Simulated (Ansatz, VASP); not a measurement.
## GaSb3 in VASP and in Ansatz

The input INCAR:

```
PREC = Accurate ; ENCUT = 520
EDIFF = 1E-6 ; ISMEAR = 0
SIGMA = 0.15 ; LREAL = F
LASPH = T ; NELM = 100
ALGO = Normal ; ISIF = 2
LWAVE = F ; LCHARG = F
NBANDS = 22
```

The input KPOINTS:

```
regular mesh
0
Gamma
  10 10 10
```

POSCAR

```
GaSb3
1.0
    0.0000000000      3.5564189888      3.5564189888
    3.5564189888      0.0000000000      3.5564189888
    3.5564189888      3.5564189888      0.0000000000
Ga Sb
1 3
Direct
    0.0000000000      0.0000000000      0.0000000000
    0.2500000000      0.2500000000      0.2500000000
    0.7500000000      0.7500000000      0.7500000000
    0.5000000000      0.5000000000      0.5000000000
```

Input for Ansatz:

```yaml
crystal:
  lattice:
    - [0.0, 3.5564189888, 3.5564189888]
    - [3.5564189888, 0.0, 3.5564189888]
    - [3.5564189888, 3.5564189888, 0.0]
  atoms:
    - { symbol: Ga, position: [0.0, 0.0, 0.0] }
    - { symbol: Sb, position: [0.25, 0.25, 0.25] }
    - { symbol: Sb, position: [0.75, 0.75, 0.75] }
    - { symbol: Sb, position: [0.5, 0.5, 0.5] }
basis:
  ecutwfc: 420
kpoints:
  mp_grid: { grid: [10, 10, 10] }
hamiltonian:
  xc: lda
  pseudopotentials: { kind: paw, azcp: { folder: soft_1 } }
scf:
  occupations: { method: gaussian, width: 0.15 }
output:
  forces: true
  stress: true
  eigenvalues: true
```

Alike in both runs: task single point; functional LDA; k mesh 10 × 10 × 10; occupations gaussian, width 0.15 eV; no spin polarisation.

```csv
,VASP,Ansatz
version,VASP 6.6.1,Ansatz 0.2.0
potentials or method,"VASP PAW LDA potentials, release 64 (Ga_d, Sb)","scalar-relativistic, plane waves, PAW"
plane-wave cutoff (eV),520,420
valence electrons in the cell,28,58
```

|  | VASP | Ansatz | Ansatz less VASP |
| --- | --- | --- | --- |
| gap on the k mesh at the Fermi level (eV) | none | none | - |
| pressure (GPa) | 4.4 | 4.2 | -0.21 |

A gap of «none» marks a metal or a gap that the smearing closes. The two sets of potentials don't hold the same shells in valence. Ansatz warned: «pseudo_functional_mismatch».

The runs have no spin-orbit coupling, so splittings on Sb are missing.
